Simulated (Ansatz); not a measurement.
Stationary points along a deformation path in Ge

The calculation used DFT PBEsol, scalar-relativistic, plane waves, PAW in Ansatz 0.2.0. Cutoff 420 eV, Γ-centred 18×18×8 k-points, Gaussian smearing of 0.15 eV. No spin polarisation. Energies are free energies at this smearing, counted from the undisturbed cell; pressure is positive in compression.

Reference structure (relaxed at this level; this form isn't the usual structure):

```
CELL_PARAMETERS angstrom
3.99697 0.00000 0.00000
-1.99848 3.46148 0.00000
0.00000 0.00000 6.59637
ATOMIC_POSITIONS crystal
Ge 0.66667 0.33333 0.06291
Ge 0.33333 0.66667 0.56291
Ge 0.66667 0.33333 0.43709
Ge 0.33333 0.66667 0.93709
```

At fixed volume and fractional coordinates, lengths along (0.000, 0.000, 1.000) are scaled against those across it; ρ is that ratio over its starting value. V = 22.816 Å³/atom. Δσ is the stress along the axis less the mean stress across it (compression positive).

```csv
ρ,ΔE (meV/atom),Δσ (GPa),space group
0.850,253.7,35.12,P6_3/mmc
0.920,62.3,16.33,P6_3/mmc
1.000,0.0,0.05,P6_3/mmc
1.100,68.5,-14.44,P6_3/mmc
1.200,224.2,-22.19,P6_3/mmc
```

**Question.** How does the stress give the slope of the energy, and where is the energy stationary?

**Answer.** Along the path d ln(length) is 2/3 d ln ρ on the axis and −1/3 d ln ρ across it, so dE/d ln ρ = −(2/3) V Δσ: the energy falls with ρ where Δσ is positive. Δσ vanishes or changes sign between ρ = 1.000 and 1.100, a minimum (near 1.00 by linear interpolation). Pairs of stationary points between two samples would go unseen, and could change a minimum read from distant neighbours into a maximum.

**Question.** Integrate that slope from ρ = 1 to 0.850 by the trapezoid rule.

**Answer.** With V/N in Å³ and 1 eV/Å³ = 160.2 GPa the slopes at ρ = 1.000, 0.920, 0.850 are -4, -1550, -3334 meV/atom per unit of ln ρ. The steps add 64.8 + 193.3 = 258.0 meV/atom, against 253.7 from the energies; the trapezoid rule misses the curvature of the slope within each step.

Forces appear on the atoms along this scan, and letting them relax would lower the energy and soften the response. In a metal these slopes depend on the k mesh and the smearing.

Cost: 5 runs of about 1.5 core-minutes in all, on Intel Xeon Platinum 8488C (Sapphire Rapids) (shared hosts).